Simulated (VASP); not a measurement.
**VASP 6.6.1 run: BaHfO3**

INCAR

```
ENCUT = 520
IBRION = -1
NBANDS = 27
SIGMA = 0.02
LREAL = .FALSE.
ISIF = 2
NSW = 0
LWAVE = .FALSE.
PREC = Accurate
LASPH = .TRUE.
LCHARG = .FALSE.
EDIFF = 1E-7
LMAXMIX = 4
NELM = 120
ISMEAR = -1
GGA = PE
```

KPOINTS

```
KPOINTS created by Atomic Simulation Environment
0
Gamma
6 6 6
0 0 0
```

POSCAR

```
Ba Hf O
 1.0000000000000000
     4.1352881831000001    0.0000000000000000    0.0000000000000000
     0.0000000000000000    4.1352881831000001    0.0000000000000000
     0.0000000000000000    0.0000000000000000    4.1990261356999996
 Ba  Hf  O
   1   1   3
Cartesian
  0.0000000000000000  0.0000000000000000  0.0000000000000000
  2.0676440915500001  2.0676440915500001  2.0995130678499998
  2.0676440915500001  2.0676440915500001  0.0000000000000000
  2.0676440915500001  0.0000000000000000  2.0995130678499998
  0.0000000000000000  2.0676440915500001  2.0995130678499998
```

The recommended PBE PAW datasets give the neutral cell 38 valence electrons.

Command

```
mpirun -np 1 vasp_std
```

**Question.** How does this run end, and what does it give?

**Answer.** It converged. Results: gap between bands v and c on the k mesh 3.56 eV; least direct gap on the k mesh 3.77 eV; pressure 5.6 GPa. Band v is the last that the valence electrons fill when counted band by band, and c is the next.

OSZICAR

```
N       E                     dE             d eps       ncg     rms          rms(c)
DAV:   1     0.220802320939E+03    0.22080E+03   -0.21010E+04  2160   0.137E+03
DAV:   2    -0.378319996287E+02   -0.25863E+03   -0.24978E+03  2685   0.319E+02
DAV:   3    -0.502966772286E+02   -0.12465E+02   -0.12412E+02  2839   0.659E+01
DAV:   4    -0.504952162368E+02   -0.19854E+00   -0.19835E+00  3038   0.775E+00
DAV:   5    -0.504989924622E+02   -0.37762E-02   -0.37760E-02  2891   0.730E-01    0.614E+01
DAV:   6    -0.436724189384E+02    0.68266E+01   -0.33064E+01  2386   0.327E+01    0.521E+01
DAV:   7    -0.435362627605E+02    0.13616E+00   -0.18862E+00  2740   0.848E+00    0.331E+01
DAV:   8    -0.435258656661E+02    0.10397E-01   -0.28211E-01  2503   0.418E+00    0.737E+00
DAV:   9    -0.435079966535E+02    0.17869E-01   -0.67186E-02  2496   0.170E+00    0.231E+00
DAV:  10    -0.435080259667E+02   -0.29313E-04   -0.73421E-03  2673   0.555E-01    0.748E-01
DAV:  11    -0.435078884668E+02    0.13750E-03   -0.64465E-04  2673   0.156E-01    0.125E-01
DAV:  12    -0.435079194104E+02   -0.30944E-04   -0.57304E-05  2870   0.482E-02    0.933E-02
DAV:  13    -0.435079251548E+02   -0.57444E-05   -0.69830E-06  2833   0.168E-02    0.645E-03
DAV:  14    -0.435079251466E+02    0.82305E-08   -0.58751E-07  2751   0.464E-03
   1 F= -.43507925E+02 E0= -.43507925E+02  d E =-.174643E-12
```

For comparison, a separate PBE run of the intended cell, on usual settings and not on those above, gives a gap of 3.56 eV on its mesh and a pressure of 5.6 GPa.
